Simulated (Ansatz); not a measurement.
The system is Ti.

```
Ti
1.0
     2.95000    0.00000    0.00000
    -1.47500    2.55477    0.00000
     0.00000    0.00000    4.68000
Ti
2
Direct
  0.66667 0.33333 0.75000
  0.33333 0.66667 0.25000
```

- Program: Ansatz 0.2.0
- Task: relaxation of cell and atoms
- Functional: PBE
- Dispersion: D4
- Potentials or basis: Ansatz PAW
- Cutoff: 420 eV (not typed: the program's choice for these potentials)
- k mesh: 10 × 10 × 6
- Occupations: fermi-dirac, width 0.05 eV
- Spin: no spin polarisation

At the start: volume 17.64 Å³/atom.

Question: How do energy, volume and symmetry change on relaxing?

Answer: It ends after 5 steps and the volume is 17.11 Å³/atom (-3.0 %); space group P6_3/mmc (No. 194, to 0.05 Å).

Step by step:
```tsv
step	energy change (eV)	largest force (eV/Å)	volume (Å³)
1	0.0000	0.0000	35.27
2	-0.0110	0.0000	34.27
3	-0.0111	0.0000	34.22
4	-0.0111	0.0000	34.22
5	-0.0110	0.0000	34.22
```

Final structure:
```cif
data_structure
_symmetry_space_group_name_H-M 'P 1'
_symmetry_Int_Tables_number 1
_cell_length_a 2.9245
_cell_length_b 2.9245
_cell_length_c 4.6202
_cell_angle_alpha 90.000
_cell_angle_beta 90.000
_cell_angle_gamma 120.000
_cell_volume 34.22
loop_
_atom_site_label
_atom_site_type_symbol
_atom_site_fract_x
_atom_site_fract_y
_atom_site_fract_z
_atom_site_occupancy
Ti1 Ti 0.66667 0.33333 0.75000 1
Ti2 Ti 0.33333 0.66667 0.25000 1
```

Caveat: the plane-wave basis is chosen anew once the cell has moved, so the energies of steps on either side of that aren't comparable; pairwise dispersion overbinds metals, which lowers pressure and volume.
